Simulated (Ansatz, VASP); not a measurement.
# One calculation of MgO, two programs

Contents of POSCAR:

```
MgO
1.0
    2.6233491285      0.0000000000      0.0000000000
    0.0000000000      2.6233491285      0.0000000000
    0.0000000000      0.0000000000      2.6233491285
Mg O
1 1
Direct
    0.0000000000      0.0000000000      0.0000000000
    0.5000000000      0.5000000000      0.5000000000
```

INCAR.step1

```
PREC     = Accurate       # precision mode
ENCUT    = 520            # plane-wave cutoff, eV
EDIFF    = 1E-5           # SCF threshold, eV
ISMEAR   = 0              # smearing method
SIGMA    = 0.01           # smearing width, eV
LREAL    = False          # projectors in reciprocal space
LASPH    = True           # aspherical terms in the spheres
NELM     = 100            # most SCF steps
ALGO     = Normal         # electronic algorithm
ISIF     = 2              # what is computed and relaxed
LWAVE    = True           # write WAVECAR
GGA      = PE             # functional
NBANDS   = 11             # bands
```

The input INCAR.step2:

```
PREC     = Accurate       # precision mode
ENCUT    = 520            # plane-wave cutoff, eV
EDIFF    = 1E-7           # SCF threshold, eV
ISMEAR   = 0              # smearing method
SIGMA    = 0.01           # smearing width, eV
LREAL    = False          # projectors in reciprocal space
LASPH    = True           # aspherical terms in the spheres
NELM     = 100            # most SCF steps
ALGO     = Normal         # electronic algorithm
ISIF     = 2              # what is computed and relaxed
LWAVE    = False          # write WAVECAR
LCHARG   = True           # write CHGCAR
GGA      = PE             # functional
LHFCALC  = True           # exact exchange
AEXX     = 1.0            # exact-exchange fraction
PRECFOCK = Normal       
LELF     = True           # ELF
LVHAR    = True         
ISTART   = 1            
NBANDS   = 11             # bands
ALDAC    = 1.0          
AGGAC    = 1.0
```

File KPOINTS:

```
regular mesh
0
Gamma
  4 4 4
```

Input for Ansatz:

```yaml
crystal:
  lattice:
    - [2.6233491285, 0.0, 0.0]
    - [0.0, 2.6233491285, 0.0]
    - [0.0, 0.0, 2.6233491285]
  atoms:
    - { symbol: Mg, position: [0.0, 0.0, 0.0] }
    - { symbol: O, position: [0.5, 0.5, 0.5] }
kpoints:
  mp_grid: { grid: [4, 4, 4] }
hamiltonian:
  xc: { exchange: pbe, correlation: pbe, exx: { coeff: 1.0 } }
scf:
  occupations: { method: fixed }
  n_extra_bands: 4
output:
  forces: true
  stress: true
  eigenvalues: true
```

Alike in both runs: task single point; functional PBE-based global hybrid; k mesh 4 × 4 × 4; no spin polarisation.

|  | VASP | Ansatz |
| --- | --- | --- |
| version | VASP 6.6.1 | Ansatz 0.2.0 |
| potentials or method | VASP PAW PBE potentials, release 64 (Mg, O) | plane waves |
| plane-wave cutoff (eV) | 520 | 420 |
| occupations | gaussian, width 0.01 eV | fixed |
| valence electrons in the cell | 8 | 16 |

```tsv
	VASP	Ansatz	Ansatz less VASP
gap on the k mesh at the Fermi level (eV)	12.50	12.62	+0.112
pressure (GPa)	-18.6	-18.1	+0.53
```

The two sets of potentials don't hold the same shells in valence. Ansatz warned: «stress_exchange_threshold_loose».

Caveats: the k mesh is coarse (spacing up to 0.60 Å⁻¹), so the values aren't converged; so large a pressure means that the cell lies far from this level's equilibrium, or that cutoff or potentials fall short (VASP); the potentials were made for another functional, which shifts forces and pressure (VASP). A k mesh can miss the band edges.
